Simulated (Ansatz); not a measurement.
Eigenvalues along a path: Te (hcp type)

```xyz
2
Lattice="2.6347 0.0000 0.0000 -1.3174 2.2818 0.0000 0.0000 0.0000 4.1884" Properties=species:S:1:pos:R:3 pbc="T T T"
Te    0.0000    1.5212    1.0471
Te    1.3174    0.7606    3.1413
```

The cell comes from a relaxation on PAW files under the same functional, begun from a prototype that needn't be the stable phase.

Computed with Ansatz 0.2.0; functional PBE, scalar-relativistic. Settings: a Γ-centred 14×14×8 k mesh, Fermi–Dirac smearing of 0.1 eV, no spin polarisation. Methods: LAPW: all electrons, basis error target 1 meV/atom.

This run: volume at 0.4 of the series' base cell.

Spin–orbit coupling is left out, which matters for the heavy atoms.

Path points, in fractions of the reciprocal vectors: Γ (0.000, 0.000, 0.000), M (0.500, 0.000, 0.000), K (0.333, 0.333, 0.000), A (0.000, 0.000, 0.500), L (0.500, 0.000, 0.500), H (0.333, 0.333, 0.500). Levels in eV from the Fermi level; bands 19 to 27, counted from the lowest band of the run. The gap is zero, the pressure 292.6 GPa.

```
# k(1/Å) point b19 b20 b21 b22 b23 b24 b25 b26 b27
0.000 Γ -24.28 -14.64 -14.50 4.26 4.26 6.57 7.45 7.45 7.82
0.344 - -23.78 -14.21 -13.94 -0.31 2.05 4.84 7.98 7.99 9.41
0.688 - -22.27 -12.90 -12.32 -6.21 -0.55 2.39 2.99 3.64 7.74
1.033 - -19.72 -11.57 -10.59 -9.85 -2.87 -2.29 -1.54 2.93 5.72
1.377 M -16.58 -15.65 -7.72 -7.62 -6.90 -4.35 -2.89 2.70 5.01
1.576 - -16.43 -15.48 -7.53 -7.44 -6.80 -4.55 -4.27 3.57 4.58
1.774 - -15.95 -14.98 -7.70 -6.99 -6.91 -6.13 -4.09 0.85 2.39
1.973 - -15.16 -14.22 -10.44 -6.09 -6.02 -5.54 -4.06 -1.99 0.43
2.172 K -14.04 -14.04 -12.18 -4.92 -4.88 -4.88 -4.54 -4.54 -0.33
2.569 - -18.21 -10.83 -9.41 -9.11 -8.39 -1.59 -1.54 -1.40 1.34
2.967 - -21.59 -12.30 -11.62 -6.19 -5.03 2.65 2.82 3.08 4.65
3.364 - -23.61 -14.07 -13.75 -0.57 0.23 6.29 7.60 7.93 8.16
3.762 Γ -24.28 -14.64 -14.50 4.26 4.26 6.57 7.45 7.45 7.82
3.949 - -24.14 -16.85 -12.01 4.39 4.39 6.50 7.28 7.41 7.41
4.137 - -23.69 -18.83 -9.19 3.98 4.78 4.78 6.55 7.25 7.25
4.324 - -22.94 -20.51 -6.14 0.53 5.39 5.39 6.59 6.82 6.82
4.512 A -21.88 -21.88 -2.88 -2.88 6.13 6.13 6.13 6.13 6.76
4.856 - -21.37 -21.37 -2.48 -2.48 1.93 1.93 4.46 4.46 6.01
5.200 - -19.85 -19.85 -4.02 -4.02 -1.06 -1.06 2.10 2.10 4.91
5.544 - -17.32 -17.32 -9.20 -9.20 0.46 0.46 0.72 0.72 4.13
5.888 L -14.33 -14.33 -13.11 -13.11 -0.13 -0.13 2.00 2.00 3.86
6.087 - -14.16 -14.16 -12.96 -12.96 -2.17 -2.17 2.37 2.37 5.68
6.286 - -13.65 -13.65 -12.50 -12.50 -5.17 -5.17 2.89 2.89 7.29
6.485 - -12.82 -12.82 -11.79 -11.79 -8.02 -8.02 3.57 3.57 7.56
6.683 H -11.75 -11.75 -11.60 -11.60 -9.73 -9.73 4.01 4.01 7.51
7.081 - -15.81 -15.81 -8.42 -8.42 -7.02 -7.02 2.10 2.10 9.50
7.478 - -19.17 -19.17 -3.90 -3.90 -2.91 -2.91 -0.27 -0.27 9.58
7.876 - -21.20 -21.20 -2.35 -2.35 1.68 1.68 2.53 2.53 7.30
8.273 A -21.88 -21.88 -2.88 -2.88 6.13 6.13 6.13 6.13 6.76
```
